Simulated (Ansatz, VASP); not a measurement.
**SiC (Moissanite 3C): VASP beside Ansatz**

Wanted: the spread between two codes on one cell, functional and k mesh. The cell is taken from a series of VASP runs on this material, whose earlier steps may have relaxed, scaled or displaced it; both programs get it as it stands.

Main program and level: Ansatz 0.2.0; plane waves, with VASP 6.6.1 beside it; relaxation of cell and atoms at HSE06.

### 1. The starting structure

Symmetry: F-43m, No. 216, cubic system. Conventional cell: a = 4.347 Å, b = 4.347 Å, c = 4.347 Å, α = 90.00°, β = 90.00°, γ = 90.00°. Nearest to Si lie 4 C at 1.88 Å. C has 4 Si at 1.88 Å nearest. Farther neighbours are not listed.

### 2. Ansatz: relaxation of cell and atoms, HSE06

Ansatz runs on its default PAW (the set named soft_2) files.

The relaxed volume is the usual yardstick between codes: its relative difference is about their pressure difference at one cell divided by the bulk modulus.

input.yaml

```yaml
crystal:
  lattice:
    - [0.0, 2.1734761531, 2.1734761531]
    - [2.1734761531, 0.0, 2.1734761531]
    - [2.1734761531, 2.1734761531, 0.0]
  atoms:
    - { symbol: Si, position: [0.0, 0.0, 0.0] }
    - { symbol: C, position: [0.75, 0.75, 0.75] }
hamiltonian:
  xc: { exchange: pbe, correlation: pbe, exx: { coeff: 0.25, omega: 0.2 } }
  pseudopotentials: { kind: paw }
kpoints:
  mp_grid: { grid: [6, 6, 6] }
scf:
  occupations: { method: gaussian, width: 0.03 }
relax:
  f_tol: 0.01
  max_steps: 60
  cell: { stress_tol: 0.05 }
output:
  forces: true
  stress: true
  write_density: true
  write_potential: true
  elf: true
  volumetric_format: npy
```

Command:

```
> ansatz run input.yaml --threads 4 --pin off --max-ram 9216MiB --backend cpu --events-out ev --progress --plain --runs-dir out
```

Numbers of over 12 decimals in the logs are rounded to 6 here.

The program printed:

```text
Engine: ansatz 0.2.0, aarch64-unknown-linux-gnu
Pseudopotentials: kind: paw
Pseudopotential: Si, paw, valence charge 4, recommended cutoff 420 eV (normal), Si.paw.azcp
Pseudopotential: C, paw, valence charge 4, recommended cutoff 420 eV (normal), C.paw.azcp
Functional definition: unnamed
  parameter a_1 = 0.25
  parameter omega_1 = 0.2/angstrom
  exchange = pbe_x + (-a_1)*pbe_x_sr(omega_1) + a_1*exact_x_sr(omega_1)
  correlation = pbe_c
Crystal: 2 atoms, lattice volume = 20.535 Å³
Basis set: ecut = 420 eV, 411 PW (Γ), exchange–correlation on 48×48×48 points (8 copies of the dense FFT grid, shifted against one another)
Bands: 8, of which v1, the nominal top of the filled ones, is band 4 counted from 1 (3 counted from 0)
Symmetry: 24 space group operations
Space group: F-43m (ITA 216), of the structure as read, at distance tolerance 2.7e-5 Å
k-points: 16 of 216 (time reversal used)
Non-local potential: Si, projectors of the file, l = 0: 2, l = 1: 2, l = 2: 2
Non-local potential: C, projectors of the file, l = 0: 2, l = 1: 2, l = 2: 1
PAW form: soft (Blöchl's): semilocal exchange-correlation on the pseudo side does not see the compensation charge
PAW frozen core: Si, regenerated for the run's functional, and the local potential with it (the file was generated under x = pbe(κ = 0.804, μ = 0.219515), c = pbe(β = 0.066725))
PAW frozen core: C, regenerated for the run's functional, and the local potential with it (the file was generated under x = pbe(κ = 0.804, μ = 0.219515), c = pbe(β = 0.066725))
PAW one-centre angular grid: Si, 110 points (default); XC on 64 Gauss nodes
PAW one-centre angular grid: C, 110 points (default); XC on 64 Gauss nodes
Initial density: superposition of atomic densities (neutral atoms: chi_scale 0, normalization atom), corrected by the library's trained network
Initial wavefunctions: pseudopotential atomic-orbital guess
Functional: x = pbe(κ = 0.804, μ = 0.219515), c = pbe(β = 0.066725), warm-up for x = pbe(κ = 0.804, μ = 0.219515) + 0.25 (exact − pbe) at short range (hse, ω = 0.2 Å⁻¹), c = pbe(β = 0.066725)
SCF iter   1: F=—  HF=-887.138012 eV  |F-HF|=—  |Δ(HF+E_count)|=         —  Δρ=1.44e-3  dr2=3.00e-4  ethr=1.77e-3  ⟨swp⟩=6.3  Hψ=609  notcnv=0
preconditioner: auto → none  [insulator: Δε(μ)=1.329 eV  Ē_g=14.112 eV  σ=0.030 eV  W_gap=1.00  n_scr=0 (ndim 8)  ℏωp=23.2 eV  f_vac=0.000  D(μ)=0.00/eV (n_scr^D=0)]
iter 2 solved again at ethr=2.48e-7 eV; its pass at ethr=3.75e-6 eV (dr2=1.99e-5 eV) is discarded
SCF iter   2: F=-887.138138 eV  HF=-887.138094 eV  |F-HF|=4.37e-5  |Δ(HF+E_count)|=   8.22e-5  Δρ=5.60e-4  dr2=2.03e-5  ethr=2.48e-7  ⟨swp⟩=2.0  Hψ=515  notcnv=0
SCF 1 stopped early in 2 iterations: F = -887.138138 eV  dr2 = 2.03e-5
  greatest PAW one-centre occupation: 0.645 electrons in one spin orbital (limit 2), on the C atom at site 1 (counted from 0), in its partial waves of l = 0
Initial density: handed on by an earlier stage of this run
Initial wavefunctions: those handed on with the density
Functional: x = pbe(κ = 0.804, μ = 0.219515) + 0.25 (exact − pbe) at short range (hse, ω = 0.2 Å⁻¹), c = pbe(β = 0.066725)
Exchange kernel: α = 0.2500, screened, ω = 0.2000 Å⁻¹, Wigner–Seitz truncation, v(0) = 1121.2375 eV·Å³, q-mesh 6×6×6, nearest image of the exchange supercell L = 18.44 Å, pair-density grid 12×12×12, without the augmentation charges, whose exchange is taken in its separable form by FFT convolution over the k-point mesh (sized by the pseudopotential files, 18×18×18 at the most), smooth part of the exact exchange by density-matrix convolution
Frozen-core exchange: fock
SCF iter   1: F=—  HF=-887.787136 eV  |F-HF|=—  |Δ(HF+E_count)|=         —  Δρ=5.54e-3  dr2=3.95e-3  ethr=2.54e-6  ⟨swp⟩=6.2  Hψ=647  notcnv=0
preconditioner: auto → none  [insulator: Δε(μ)=2.213 eV  Ē_g=16.094 eV  σ=0.030 eV  W_gap=1.00  n_scr=0 (ndim 8)  ℏωp=23.2 eV  f_vac=0.000  D(μ)=0.00/eV (n_scr^D=0)]
SCF iter   2: F=—  HF=-887.785587 eV  |F-HF|=—  |Δ(HF+E_count)|=   1.55e-3  Δρ=2.59e-3  dr2=8.54e-4  ethr=2.54e-6  ⟨swp⟩=3.0  Hψ=305  notcnv=0
SCF iter   3: F=—  HF=-887.787406 eV  |F-HF|=—  |Δ(HF+E_count)|=   1.82e-3  Δρ=6.75e-4  dr2=9.81e-5  ethr=2.54e-6  ⟨swp⟩=3.1  Hψ=283  notcnv=0
SCF iter   4: F=—  HF=-887.787376 eV  |F-HF|=—  |Δ(HF+E_count)|=   3.01e-5  Δρ=1.74e-4  dr2=8.18e-6  ethr=1.12e-6  ⟨swp⟩=2.9  Hψ=224  notcnv=0
SCF iter   5: F=-887.787390 eV  HF=-887.787391 eV  |F-HF|=4.69e-7  |Δ(HF+E_count)|=   1.51e-5  Δρ=8.65e-5  dr2=1.18e-6  ethr=7.73e-8  ⟨swp⟩=3.1  Hψ=239  notcnv=0
SCF 2 stopped early in 5 iterations: F = -887.787390 eV  dr2 = 1.18e-6
  greatest PAW one-centre occupation: 0.647 electrons in one spin orbital (limit 2), on the C atom at site 1 (counted from 0), in its partial waves of l = 0
hybrid outer 1: dexx = +2.429e-3 eV, tail = 4.57e-6 eV
Exchange kernel: α = 0.2500, screened, ω = 0.2000 Å⁻¹, Wigner–Seitz truncation, v(0) = 1121.2375 eV·Å³, q-mesh 6×6×6, nearest image of the exchange supercell L = 18.44 Å, pair-density grid 12×12×12, without the augmentation charges, whose exchange is taken in its separable form by FFT convolution over the k-point mesh (sized by the pseudopotential files, 18×18×18 at the most), smooth part of the exact exchange by density-matrix convolution
Frozen-core exchange: fock
[...]
SCF iter   5: F=—  HF=-887.787381 eV  |F-HF|=—  |Δ(HF+E_count)|=  6.59e-10  Δρ=4.25e-7  dr2=3.85e-11  ethr=1.00e-12  ⟨swp⟩=3.2  Hψ=260  notcnv=0
SCF iter   6: F=-887.787381 eV  HF=-887.787381 eV  |F-HF|=1.14e-13  |Δ(HF+E_count)|=  1.58e-11  Δρ=2.87e-8  dr2=1.50e-12  ethr=1.00e-12  ⟨swp⟩=2.0  Hψ=192  notcnv=0
SCF 3 converged in 6 iterations: F = -887.787381 eV  dr2 = 1.50e-12
  Residual-converged pass: ⟨swp⟩=4.1  Hψ=319  notcnv=0  max |occ|·‖R‖ = 9.0e-9 eV (tolerance 1.0e-8 eV)  dr2=1.56e-12  dr2_onsite=1.00e-14  max |Δocc| = 0.0e0
hybrid outer 2: dexx = +3.624e-8 eV, tail = 5.53e-10 eV, Δε = 1.37e-3 eV (about 2.16e-5 eV left of the loop's levels)
Exchange kernel: α = 0.2500, screened, ω = 0.2000 Å⁻¹, Wigner–Seitz truncation, v(0) = 1121.2375 eV·Å³, q-mesh 6×6×6, nearest image of the exchange supercell L = 18.44 Å, pair-density grid 12×12×12, without the augmentation charges, whose exchange is taken in its separable form by FFT convolution over the k-point mesh (sized by the pseudopotential files, 18×18×18 at the most), smooth part of the exact exchange by density-matrix convolution
Frozen-core exchange: fock
SCF iter   1: F=—  HF=-887.787381 eV  |F-HF|=—  |Δ(HF+E_count)|=         —  Δρ=8.71e-7  dr2=1.06e-10  ethr=3.46e-11  ⟨swp⟩=6.6  Hψ=510  notcnv=0
preconditioner: auto → none  [insulator: Δε(μ)=2.243 eV  Ē_g=16.096 eV  σ=0.030 eV  W_gap=1.00  n_scr=0 (ndim 8)  ℏωp=23.2 eV  f_vac=0.000  D(μ)=0.00/eV (n_scr^D=0)]
SCF iter   2: F=-887.787381 eV  HF=-887.787381 eV  |F-HF|=2.27e-13  |Δ(HF+E_count)|=  3.46e-11  Δρ=1.07e-7  dr2=1.73e-12  ethr=1.25e-12  ⟨swp⟩=2.9  Hψ=222  notcnv=0
SCF 4 converged in 2 iterations: F = -887.787381 eV  dr2 = 1.73e-12
  Residual-converged pass: ⟨swp⟩=4.1  Hψ=307  notcnv=0  max |occ|·‖R‖ = 9.9e-9 eV (tolerance 1.0e-8 eV)  dr2=1.66e-12  dr2_onsite=4.54e-14  max |Δocc| = 0.0e0
hybrid outer 3: dexx = +1.118e-11 eV, tail = 3.77e-12 eV, Δε = 5.36e-6 eV (about 4.47e-7 eV left of the loop's levels), ΔF = 6.48e-17 eV/Å (tail 1.81e-17)
relax step   1: F+E_penalty+E_count = -887.78738101 eV  Δ(F+E_penalty+E_count) = +0.000e0 eV  max|allowed force component| = 3.886e-16 eV/Å  Δτ_max = 0.0000 Å  P = +0.348 GPa  Ω = 20.535 Å³  (15 SCF iters, accepted)
[...]
relax step   2: F+E_penalty+E_count = -887.78738340 eV  Δ(F+E_penalty+E_count) = -2.386e-6 eV  max|allowed force component| = 5.551e-17 eV/Å  Δτ_max = 0.0000 Å  P = +0.156 GPa  Ω = 20.552 Å³  energy of the carried Pulay correction = -2.389e-5 eV  (8 SCF iters, accepted)
[...]
relax step   3: F+E_penalty+E_count = -887.78737066 eV  Δ(F+E_penalty+E_count) = +1.274e-5 eV  max|allowed force component| = 1.318e-16 eV/Å  Δτ_max = 0.0000 Å  P = +0.000 GPa  Ω = 20.565 Å³  energy of the carried Pulay correction = -4.323e-5 eV  (8 SCF iters, accepted)
[...]
relax step   4: F+E_penalty+E_count = -887.78741643 eV  Δ(F+E_penalty+E_count) = -4.577e-5 eV  max|allowed force component| = 1.434e-16 eV/Å  Δτ_max = 0.0000 Å  P = +0.005 GPa  Ω = 20.565 Å³  stress off target by 4.51e-3 GPa  SCF on the basis re-selected at this cell (its energy is not comparable with the rows above)  (6 SCF iters)
basis re-selected at this cell: Δ(F+E_penalty+E_count) = -4.577e-5 eV, ΔP = +0.004 GPa vs the last step (what re-selecting the basis moved, of the pressure what is left beyond the Pulay correction that the steps carried, after the strain that the cell walked since its last selection, with what the two solves' SCF thresholds leave and, on support functions, any second-order correction that the steps lacked; it is no m [...]
hybrid SCF converged: 2 outer / 6 inner (+0 warm-up), last move |dexx| = 3.59e-13 eV, tail = 9.88e-14 eV
Stability not checked: this state was not tested for a lower state beside it, because the functional holds exact exchange (a hybrid, or Hartree-Fock), whose exchange loop this test does not read (fock_operator; see scf.lower_state_search)
Free energy (F): -887.787416 eV
Frozen-core exchange: fock
Harris-Foulkes:  -887.787416 eV  (|F-HF|=1.14e-13)
Internal energy: -887.787416 eV  (E = F + TS)
E sigma→0 (E₀):  -887.787416 eV
Fermi energy:    10.061545 eV
--- Per-component energies (eV) ---
  E_band       = 19.516409
  E_kinetic    = 136.084776
  E_local      = -102.976547  (includes V_loc(G=0)·N_el)
  E_nonlocal   = 50.633696
  E_hartree    = 32.108457
  E_xc         = -85.668605
  E_vxc        = -88.343860  (∫ρ·V_xc dr)
  E_exx        = -15.351555  (= α·E_x^exact, valence–valence)
  E_paw        = -617.173753  (= ΣΔE_a)
  E_vpaw       = -9.395474  (= ΣTr[D̂ρ^β])
  E_aug_tail   = 0.000014  (compensation charges beyond the density's cutoff)
  E_ewald      = -285.367501
  E_core_change = -0.076398  (= ΣΔE_core)
  E_smearing   = -0.000000  (= −TS)
  E_closure    = 0.000000  (closes the sum)
  Σ components = -887.787416   (vs F -887.787416, Δ=0.00e0)
--- Forces (eV/Å), atoms counted from 1 ---
  atom   1  Si    -0.00000000     0.00000000     0.00000000
  atom   2  C     -0.00000000    -0.00000000    -0.00000000
  max |Σ_I F_I| component: 1.11e-16 eV/Å
--- Stress (GPa, compression-positive) ---
        0.004509       0.000000      -0.000000
        0.000000       0.004509       0.000000
        0.000000       0.000000       0.004509
  P = ⅓ Tr σ = 0.0045 GPa (0.045 kbar)
--- Band table (eV; the first three rows and the last of 16) ---
  k-point 0: bands = ["-8.0912", "8.9392", "8.9392", "8.9392", "16.5552", "17.6058"]
  k-point 1: bands = ["-7.5027", "6.3544", "8.5815", "8.5815", "16.6125", "18.1716"]
  k-point 2: bands = ["-5.8384", "2.1434", "8.0152", "8.0152", "15.9140", "17.9317"]
  k-point 15: bands = ["-2.4731", "0.9553", "4.0004", "4.1905", "13.9873", "17.3240"]
  guard bands above this table: 2 of the run's 8 bands. The solve was not asked for them (output.publish_guard_bands: true or output.eigenvalues: true publishes all)
--- Relaxed structure (3 steps of the walk, 3 accepted, 1 SCFs on fresh bases) ---
  F+E_penalty+E_count = -887.78741643 eV   max|allowed force component| = 1.434e-16 eV/Å   (the final SCF, on the basis selected at the relaxed cell)
  cell:  # Å, volume = 20.5652 Å³
    - [0, 2.174543, 2.174543]
    - [2.174543, 0, 2.174543]
    - [2.174543, 2.174543, 0]
  atoms:
    - { symbol: Si, position: [0, 0, 0] }
    - { symbol: C, position: [0.75, 0.75, 0.75] }
```

Elapsed: 9.3 s, on 4 threads of Arm Neoverse V2, shared host; peak memory 0.58 GiB.

### 3. VASP: relaxation of cell and atoms, HSE06

The same cell, functional, mesh and smearing now go to VASP, with its own data sets and cutoff.

Lines of VASP's logs that name or quote its potential files are left out, and so is its time.

The run reads the wave functions of an earlier VASP run, which isn't shown here.

INCAR

```
SYSTEM = SiC
PREC = Accurate
ENCUT = 520
EDIFF = 1E-06
NELM = 100
ISMEAR = 0
SIGMA = 0.03
LREAL = .FALSE.
ALGO = Normal
LHFCALC = .TRUE.
AEXX = 0.25
GGA = PE
HFSCREEN = 0.2
LASPH = .TRUE.
NBANDS = 10
PRECFOCK = Fast
LORBIT = 11
LWAVE = .FALSE.
LCHARG = .FALSE.
KPAR = 4
IBRION = 2
NSW = 50
ISIF = 3
EDIFFG = -0.006
```

POSCAR

```
SiC
1.0
    0.0000000000      2.1734761531      2.1734761531
    2.1734761531      0.0000000000      2.1734761531
    2.1734761531      2.1734761531      0.0000000000
Si C
1 1
Direct
    0.0000000000      0.0000000000      0.0000000000
    0.7500000000      0.7500000000      0.7500000000
```

KPOINTS

```
Automatic mesh
0
Gamma
6 6 6
0 0 0
```

Potentials, in the order of the species: Si and C (PBE family, release 64).

Command:

```
> mpirun -np 4 vasp_std
```

The program printed:

```text
[banner, memory and clock lines left out]
running    4 mpi-ranks, on    1 nodes
 distrk:  each k-point on    1 cores,    4 groups
 distr:  one band on    1 cores,    1 groups

 POSCAR found type information on POSCAR SiC
 POSCAR found :  2 types and       2 ions
 LDA part: xc-table for (Slater+PW92), standard interpolation
 found WAVECAR, reading the header
 POSCAR, INCAR and KPOINTS ok, starting setup
 FFT: planning ... GRIDC
 FFT: planning ... GRID_SOFT
 FFT: planning ... GRID
 reading WAVECAR
 the WAVECAR file was read successfully
 initial charge from wavefunction
 entering main loop
       N       E                     dE             d eps       ncg     rms          rms(c)
DAV:   1    -0.174540058600E+02   -0.17454E+02   -0.43331E-01   320   0.414E+00    0.269E+00
DAV:   2    -0.174547896941E+02   -0.78383E-03   -0.10141E-02   382   0.734E-01    0.180E+00
DAV:   3    -0.174538935826E+02    0.89611E-03   -0.23237E-03   358   0.242E-01    0.105E+00
DAV:   4    -0.174537620274E+02    0.13156E-03   -0.34062E-04   362   0.101E-01    0.593E-01
DAV:   5    -0.174536930683E+02    0.68959E-04   -0.20022E-05   330   0.343E-02    0.337E-01
DAV:   6    -0.174536685139E+02    0.24554E-04   -0.12207E-05   324   0.273E-02    0.195E-01
DAV:   7    -0.174536613145E+02    0.71994E-05   -0.32570E-06   310   0.149E-02    0.113E-01
DAV:   8    -0.174536591596E+02    0.21548E-05   -0.81716E-07   160   0.779E-03    0.661E-02
DAV:   9    -0.174536584766E+02    0.68301E-06   -0.40685E-07   160   0.543E-03
   1 F= -.17453658E+02 E0= -.17453658E+02  d E =-.174537E+02
 curvature:   0.00 expect dE= 0.000E+00 dE for cont linesearch  0.000E+00
 trial: gam= 0.00000 g(F)=  0.226E-45 g(S)=  0.298E-05 ort = 0.000E+00 (trialstep = 0.100E+01)
 search vector abs. value=  0.298E-05
 reached required accuracy - stopping structural energy minimisation
```

Parts of OUTCAR (step 3):

```text
ion  position               nearest neighbor table
   1  0.000  0.000  0.000-   2 1.88   2 1.88   2 1.88   2 1.88
   2  0.750  0.750  0.750-   1 1.88   1 1.88   1 1.88   1 1.88

  LATTYP: Found a face centered cubic cell.
 ALAT       =     4.3469523062

 Subroutine GETGRP returns: Found 24 space group operations
 (whereof 24 operations were pure point group operations)

The static configuration has the point symmetry T_d .

 Found     16 irreducible k-points:

   k-points           NKPTS =     16   k-points in BZ     NKDIM =    216   number of bands    NBANDS=     10

   dimension x,y,z NGX =    24 NGY =   24 NGZ =   24
   dimension x,y,z NGXF=    48 NGYF=   48 NGZF=   48

   ENCUT  =  520.0 eV  38.22 Ry    6.18 a.u.   5.72  5.72  5.72*2*pi/ulx,y,z

   NELECT =       8.0000    total number of electrons

 k-points in reciprocal lattice and weights: Automatic mesh
   0.00000000  0.00000000  0.00000000       0.005
   0.16666667  0.00000000  0.00000000       0.037
   0.33333333  0.00000000  0.00000000       0.037
   0.50000000  0.00000000  0.00000000       0.019
   0.16666667  0.16666667  0.00000000       0.028
   0.33333333  0.16666667  0.00000000       0.111
   0.50000000  0.16666667  0.00000000       0.111
  -0.33333333  0.16666667  0.00000000       0.111
  -0.16666667  0.16666667  0.00000000       0.056
[...]
-0.33333333  0.33333333  0.16666667       0.111
  -0.33333333  0.50000000  0.16666667       0.056

  exchange ACFDT corr.  =         0.00000000  see jH, gK, PRB 81, 115126

 average (electrostatic) potential at core
       1 -76.5926       2 -40.8151

 E-fermi :   7.7110

 k-point     1 :       0.0000    0.0000    0.0000
  band No.  band energies     occupation
      1      -9.4887      2.00000
      2       7.5655      2.00000
      3       7.5655      2.00000
      4       7.5655      2.00000
      5      15.2201      0.00000
      6      16.2308      0.00000
      7      16.2308      0.00000
      8      16.2308      0.00000
      9      23.7188      0.00000
    ...

 k-point     2 :       0.1667    0.0000    0.0000
  band No.  band energies     occupation
      1      -8.8992      2.00000
      2       4.9768      2.00000
      3       7.2062      2.00000
      4       7.2062      2.00000
      5      15.2573      0.00000
      6      16.8001      0.00000
      7      16.8001      0.00000
      8      17.4514      0.00000
      9      22.0625      0.00000
    ...

 k-point     3 :       0.3333    0.0000    0.0000
  band No.  band energies     occupation
      1      -7.2316      2.00000
      2       0.7589      2.00000
      3       6.6381      2.00000
      4       6.6381      2.00000
      5      14.5597      0.00000
      6      16.5648      0.00000
      7      16.5648      0.00000
      8      19.1111      0.00000
      9      23.5249      0.00000
    ...

  Total       -0.0064129     -0.0064129     -0.0064129     -0.0000000      0.0000000      0.0000000
  in kB       -0.5003470     -0.5003470     -0.5003470     -0.0000000      0.0000000      0.0000000
  external PRESSURE =      -0.5003470 kB  Pullay stress =       0.0000000 kB

  energy-cutoff  :      520.00
  volume of cell :       20.53
      direct lattice vectors                 reciprocal lattice vectors
     0.000000000  2.173476153  2.173476153    -0.230046232  0.230046232  0.230046232
     2.173476153  0.000000000  2.173476153     0.230046232 -0.230046232  0.230046232
     2.173476153  2.173476153  0.000000000     0.230046232  0.230046232 -0.230046232

 POSITION                                       TOTAL-FORCE (eV/Angst)
 -----------------------------------------------------------------------------------
      0.00000      0.00000      0.00000         0.000000      0.000000      0.000000
      3.26021      3.26021      3.26021        -0.000000     -0.000000     -0.000000
 -----------------------------------------------------------------------------------
    total drift:                               -0.000001      0.000000     -0.000000

  FREE ENERGIE OF THE ION-ELECTRON SYSTEM (eV)
  ---------------------------------------------------
  free  energy   TOTEN  =       -17.4536584766 eV

  energy  without entropy=      -17.4536584766  energy(sigma->0) =      -17.45365848

 reached required accuracy - stopping structural energy minimisation

 total charge
# of ion       s       p       d       tot
------------------------------------------
    1        0.718   0.992   0.000   1.710
    2        0.839   1.720   0.000   2.559
--------------------------------------------------
tot          1.557   2.712   0.000   4.269

[... 3 further parts left out ...]
```

### 4. Differences

Known differences besides the potentials themselves: exact exchange at q = 0 is treated differently, which shows on coarse meshes; VASP keeps PBE cores, Ansatz makes them for the functional; both relaxations stop at a tolerance, which leaves soft axes loose, and VASP keeps its plane-wave basis; the cutoff is 420 eV in Ansatz and 520 eV in VASP; Ansatz adds a Pulay correction to the stress that steers its cell, VASP none; VASP takes a coarser grid for exact exchange (PRECFOCK = Fast). Total energies have different zeros and are not compared.

The two programs side by side:

```csv
quantity,Ansatz,VASP,difference
volume (Å³),20.57,20.54,+0.15 %
"edge a after relaxation, in the typed setting (Å)",3.075,3.074,+0.05 %
```

The walks stopped with 0.00 GPa left in Ansatz and -0.05 GPa in VASP; each walk ends within a tolerance, so the volume difference is uncertain by about these residues over the bulk modulus, most in soft cells.

### 5. Results

```yaml
difference_in_volume_relaxation_of_cell_and_atoms_hse06: 0.15 %
```

What this shows: The difference in volume is 0.15 % (relaxation of cell and atoms, HSE06), within the 1.2 % picked in this series as the mark of a large difference, as far as the stopping tolerances let one tell. Such differences can come from data sets, numerical settings and the points named under the comparisons, not from the functional's error against experiment.

[Lines on the potential files, build, host, timing and source positions are cut from VASP's logs without a mark.]

[Logs are printed without paths, hosts, clocks, repeated set-up lines and the standing remarks that a program may print on its own settings, such as how far it seeks lower states.]

[Hosts, paths, dates, database ids (printed as entryN), source tags and the programs' standing remarks are cut or masked in the printed files.]
